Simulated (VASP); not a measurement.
# SnSe2 (P-3m1) in VASP: further runs

Runs on SnSe2. Level: LDA. Tasks: single point.

Program: VASP 6.6.1. These are calculated values, not measurements. Logs are shortened: lines on timing, memory, paths and dates and some standing lists are left out, and cuts for length are marked.

## Step 1: The crystal as given

The structure is trigonal, space group P-3m1 (No. 164). The conventional cell has a = 3.811 Å, b = 3.811 Å, c = 6.136 Å, α = 90.00°, β = 90.00°, γ = 120.00°. Sn (site symmetry -3m) has 6 Se at 2.68 Å as nearest neighbours. Around Se (site symmetry 3m) lie 3 Sn at 2.68 Å.

## Step 2: Single point, LDA

INCAR

```
SYSTEM = SnSe2
PREC     = Accurate       ! precision mode
ENCUT    = 350            ! plane-wave cutoff, eV
EDIFF    = 1E-7           ! SCF threshold, eV
ISMEAR   = 0              ! smearing method
SIGMA    = 0.05           ! smearing width, eV
LREAL    = .False.        ! projectors in reciprocal space
LASPH    = .True.         ! aspherical terms in the spheres
NELM     = 100            ! most SCF steps
ALGO     = Normal         ! electronic algorithm
ISIF     = 2              ! what is computed and relaxed
LWAVE    = .False.        ! write WAVECAR
LCHARG   = .False.        ! write CHGCAR
NBANDS   = 20             ! bands
ADDGRID  = .False.
```

KPOINTS

```
regular mesh
0
Gamma
  4 4 2
  0 0 0
```

POSCAR

```
SnSe2
1.0
    3.8110000000      0.0000000000      0.0000000000
   -1.9055000000      3.3004228138      0.0000000000
    0.0000000000      0.0000000000      6.1360000000
Sn Se
1 2
Direct
    0.0000000000      0.0000000000      0.0000000000
    0.6666666667      0.3333333333      0.7510000000
    0.3333333333      0.6666666667      0.2490000000
```

Potentials or basis: VASP PAW LDA potentials, release 64 (Sn_d, Se).

Command:

```sh
cat potpaw_LDA.64/Sn_d/POTCAR potpaw_LDA.64/Se/POTCAR > POTCAR
mpirun -np 1 vasp_std > vasp.out
```

OUTCAR:

```text
SYSTEM = SnSe2
   PREC = Accurate
   ENCUT = 350
   EDIFF = 1E-7
   ISMEAR = 0
   LREAL = .False.
   LASPH = .True.
   NELM = 100
   ISIF = 2

 Found      8 irreducible k-points:

 Following reciprocal coordinates:
            Coordinates               Weight
  0.000000  0.000000  0.000000      1.000000
  0.250000 -0.000000  0.000000      6.000000
  0.500000 -0.000000  0.000000      3.000000
  0.250000  0.250000  0.000000      6.000000
  0.000000  0.000000  0.500000      1.000000
  0.250000 -0.000000  0.500000      6.000000
   k-points           NKPTS =      8   k-points in BZ     NKDIM =      8   number of bands    NBANDS=     20
   number of dos      NEDOS =    301   number of ions     NIONS =      3
   total plane-waves  NPLWV =  23040
   dimension x,y,z NGX =    24 NGY =   24 NGZ =   40
   dimension x,y,z NGXF=    48 NGYF=   48 NGZF=   80
   ions per type =               1   2
   NGX,Y,Z   is equivalent  to a cutoff of  10.47, 10.47, 10.84 a.u.
   NGXF,Y,Z  is equivalent  to a cutoff of  20.94, 20.94, 21.67 a.u.
 SYSTEM =  SnSe2
   PREC   = accura    normal or accurate (medium, high low for compatibility)
   ISTART =      0    job   : 0-new  1-cont  2-samecut
   ICHARG =      2    charge: 1-file 2-atom 10-const
   ISPIN  =      1    spin polarized calculation?
   LNONCOLLINEAR =      F non collinear calculations
   LSORBIT =      F    spin-orbit coupling
   LASPH  =      T    aspherical Exc in radial PAW
   ENCUT  =  350.0 eV  25.72 Ry    5.07 a.u.   5.81  5.81  9.36*2*pi/ulx,y,z
   NELM   =    100;   NELMIN=  2; NELMDL= -5     # of ELM steps
   EDIFF  = 0.1E-06   stopping-criterion for ELM
   LREAL  =      F    real-space projection
   EDIFFG = 0.1E-05   stopping-criterion for IOM
   NSW    =      0    number of steps for IOM
   IBRION =     -1    ionic relax: 0-MD 1-quasi-New 2-CG
   NFREE  =      0    steps in history (QN), initial steepest desc. (CG)
   ISIF   =      2    stress and relaxation
   ISYM   =      2    0-nonsym 1-usesym 2-fastsym
   POTIM  = 0.5000    time-step for ionic-motion
   TEBEG  =    0.0;   TEEND  =   0.0 temperature during run
   PSTRESS=    0.0 pullay stress
   NELECT =      26.0000    total number of electrons
   NUPDOWN=      -1.0000    fix difference up-down
   EMIN   =  10.00;   EMAX   =-10.00  energy-range for DOS
   EFERMI =   0.00;   METHOD = LEGACY
   ISMEAR =     0;   SIGMA  =   0.05  broadening in eV -4-tet -1-fermi 0-gaus
   EFERMI_NEDOS =   21; number of points for ismear=-14 and -15
   IALGO  =     38    algorithm
   IMIX   =      4    mixing-type and parameters
     AMIX     =   0.40;   BMIX     =  1.00
     AMIX_MAG =   1.60;   BMIX_MAG =  1.00
  volume/ion in A,a.u.               =      25.73       173.61
  Fermi-wavevector in a.u.,A,eV,Ry     =   1.139116  2.152617 17.654722  1.297585
  Thomas-Fermi vector in A             =   2.275820
   LORBIT       =      0    0 simple, 1 ext, 2 COOP (PROOUT), +10 PAW based schemes
   GGA     = CA    functional components
   LHFCALC =     F    Hartree Fock is set to
   AEXX    =    0.0000 exact exchange contribution
   IVDW    =     0    specifies the selected vdW correction
   LEPSILON=     F    determine dielectric tensor
   LRPA    =     F    only Hartree local field effects (RPA)
 non-spin polarized calculation
 Gauss-broadening in eV      SIGMA  =   0.05
  energy-cutoff  :      350.00
  volume of cell :       77.18
 maximum number of plane-waves:      1182
 NGX is ok and might be reduce to    24
   NGX = 11   NGY = 11   NGZ = 19

 number of electron      26.0000008 magnetization

 Free energy of the ion-electron system (eV)
  ---------------------------------------------------
  ext. energy  EPLUGINS =         0.00000000
  ---------------------------------------------------
  free energy    TOTEN  =       -13.65360999 eV

  energy without entropy =      -13.65360999  energy(sigma->0) =      -13.65360999

 E-fermi :   4.3490     XC(G=0):  -9.7754

 val. band max:        4.1119906969   @ k =   0.0000   0.0000   0.0000
 cond. band min:       4.8712802753   @ k =   0.5000  -0.0000   0.5000
 fundamental gap:      0.7592895784
 Fermi energy:         4.3489894392

 k-point     1 :       0.0000    0.0000    0.0000
  band No.  band energies     occupation
      1     -17.0842      2.00000
      2     -17.0842      2.00000
      3     -17.0483      2.00000
      4     -17.0295      2.00000
      5     -17.0295      2.00000
      6      -9.9279      2.00000
[... 12 lines left out ...]
     19      13.0395      0.00000
     20      13.0395      0.00000

 k-point     2 :       0.2500   -0.0000    0.0000
  band No.  band energies     occupation
      1     -17.1153      2.00000
      2     -17.0711      2.00000
      3     -17.0437      2.00000
      4     -17.0275      2.00000
      5     -17.0201      2.00000
      6      -9.3210      2.00000
[... 12 lines left out ...]
     19      12.1604      0.00000
     20      13.5396      0.00000

 k-point     3 :       0.5000   -0.0000    0.0000
  band No.  band energies     occupation
      1     -17.1483      2.00000
      2     -17.0669      2.00000
      3     -17.0528      2.00000
      4     -17.0089      2.00000
      5     -17.0009      2.00000
      6      -8.2456      2.00000
[... 12 lines left out ...]
     19      13.8935      0.00000
     20      14.6082      0.00000

 k-point     4 :       0.2500    0.2500    0.0000
  band No.  band energies     occupation
      1     -17.1253      2.00000
      2     -17.0864      2.00000
      3     -17.0361      2.00000
      4     -17.0252      2.00000
      5     -17.0060      2.00000
      6      -8.3475      2.00000
[... 12 lines left out ...]
     19      11.4622      0.00000
     20      13.7501      0.00000

 k-point     5 :       0.0000    0.0000    0.5000
  band No.  band energies     occupation
      1     -17.0846      2.00000
      2     -17.0846      2.00000
      3     -17.0485      2.00000
      4     -17.0301      2.00000
      5     -17.0301      2.00000
      6      -9.7556      2.00000
[... 12 lines left out ...]
     19      12.4542      0.00000
     20      12.4542      0.00000

 k-point     6 :       0.2500   -0.0000    0.5000
  band No.  band energies     occupation
      1     -17.1154      2.00000
      2     -17.0710      2.00000
      3     -17.0436      2.00000
      4     -17.0274      2.00000
      5     -17.0200      2.00000
      6      -9.1601      2.00000
[... 12 lines left out ...]
     19      12.3685      0.00000
     20      13.1340      0.00000

 [... further k-points ...]

------------------------ aborting loop because EDIFF is reached ----------------------------------------

  FORCE on cell =-STRESS in cart. coord.  units (eV):
  Direction    XX          YY          ZZ          XY          YZ          ZX
  --------------------------------------------------------------------------------------
  -------------------------------------------------------------------------------------
  Total        0.5485033      0.5485033      0.5640598      0.0000000      0.0000000      0.0000000
  in kB       11.3866504     11.3866504     11.7095935      0.0000000      0.0000000      0.0000000
  external PRESSURE =      11.4942981 kB  Pullay stress =       0.0000000 kB

 VOLUME and BASIS-vectors are now :
 -----------------------------------------------------------------------------
  energy-cutoff  :      350.00
  volume of cell :       77.18
      direct lattice vectors                 reciprocal lattice vectors
     3.811000000  0.000000000  0.000000000     0.262398321  0.151495741  0.000000000
    -1.905500000  3.300422814  0.000000000     0.000000000  0.302991482  0.000000000
     0.000000000  0.000000000  6.136000000     0.000000000  0.000000000  0.162972621

 POSITION                                       TOTAL-FORCE (eV/Angst)
 -----------------------------------------------------------------------------------
      0.00000      0.00000      0.00000         0.000000      0.000000      0.000000
      1.90550      1.10014      4.60814         0.000000      0.000000     -0.457810
     -0.00000      2.20028      1.52786        -0.000000     -0.000000      0.457810
 -----------------------------------------------------------------------------------
    total drift:                                0.000000      0.000000      0.000000

  FREE ENERGIE OF THE ION-ELECTRON SYSTEM (eV)
  ---------------------------------------------------
  free  energy   TOTEN  =       -13.6536099901 eV

  energy  without entropy=      -13.6536099901  energy(sigma->0) =      -13.65360999
```

Run time: 3.7 s. Hardware: 1 thread of Intel Xeon 6975P-C (Granite Rapids), shared host; peak memory 0.13 GiB.

These settings aren't checked as converged: the numbers below hold their error.

Results:

```
Free energy            : -13.6536 eV
Pressure               : 1.1 GPa
Largest force          : 0.458 eV/Å
Band gap on the k mesh : 0.76 eV, indirect (least direct gap 0.89 eV)
```

Caveat: the k mesh is coarse (spacing up to 0.51 Å⁻¹), so the values aren't converged; spin-orbit coupling is left out, which moves the levels of the heavy elements.

## Step 3: Single point, LDA

INCAR is that of step 2.

KPOINTS is that of step 2.

POSCAR

```
SnSe2
1.0
    3.8110000000      0.0000000000      0.0000000000
   -1.9055000000      3.3004228138      0.0000000000
    0.0000000000      0.0000000000      6.1360000000
Sn Se
1 2
Direct
    0.0255860000      0.0074750000      0.0043360000
    0.6613810000      0.3516810000      0.7467700000
    0.3595740000      0.6870860000      0.2661230000
```

Potentials or basis: VASP PAW LDA potentials, release 64 (Sn_d, Se).

Command:

```sh
cat potpaw_LDA.64/Sn_d/POTCAR potpaw_LDA.64/Se/POTCAR > POTCAR
mpirun -np 1 vasp_std > vasp.out
```

It took 6.9 s on 1 thread of Intel Xeon 6975P-C (Granite Rapids), shared host; peak memory 0.14 GiB.

These settings aren't checked as converged: the numbers below hold their error.

Results:

| Quantity | Value |
| --- | --- |
| Free energy | -13.6379 eV |
| Pressure | -1.0 GPa |
| Largest force | 0.474 eV/Å |
| Band gap on the k mesh | 0.47 eV, indirect (least direct gap 0.85 eV) |

Caveat: the k mesh is coarse (spacing up to 0.51 Å⁻¹), so the values aren't converged; spin-orbit coupling is left out, which moves the levels of the heavy elements.

## Step 4: Single point, LDA

Edit INCAR of step 3 so:

```diff
@@ -2,3 +2,3 @@
 PREC     = Accurate       ! precision mode
-ENCUT    = 350            ! plane-wave cutoff, eV
+ENCUT    = 400            ! plane-wave cutoff, eV
 EDIFF    = 1E-7           ! SCF threshold, eV
```

KPOINTS is that of step 3.

POSCAR

```
SnSe2
1.0
    3.8110000000      0.0000000000      0.0000000000
   -1.9055000000      3.3004228138      0.0000000000
    0.0000000000      0.0000000000      6.1360000000
Sn Se
1 2
Direct
    0.0000000000      0.0000000000      0.0000000000
    0.6666666667      0.3333333333      0.7510000000
    0.3333333333      0.6666666667      0.2490000000
```

Command:

```sh
cat potpaw_LDA.64/Sn_d/POTCAR potpaw_LDA.64/Se/POTCAR > POTCAR
mpirun -np 1 vasp_std > vasp.out
```

Run time: 5.4 s. Hardware: 1 thread of Intel Xeon 6975P-C (Granite Rapids), shared host; peak memory 0.15 GiB.

These settings aren't checked as converged: the numbers below hold their error.

Results:

- Free energy: -13.6555 eV
- Pressure: 1.3 GPa
- Largest force: 0.457 eV/Å
- Band gap on the k mesh: 0.76 eV, indirect (least direct gap 0.89 eV)

Caveat: the k mesh is coarse (spacing up to 0.51 Å⁻¹), so the values aren't converged; spin-orbit coupling is left out, which moves the levels of the heavy elements.
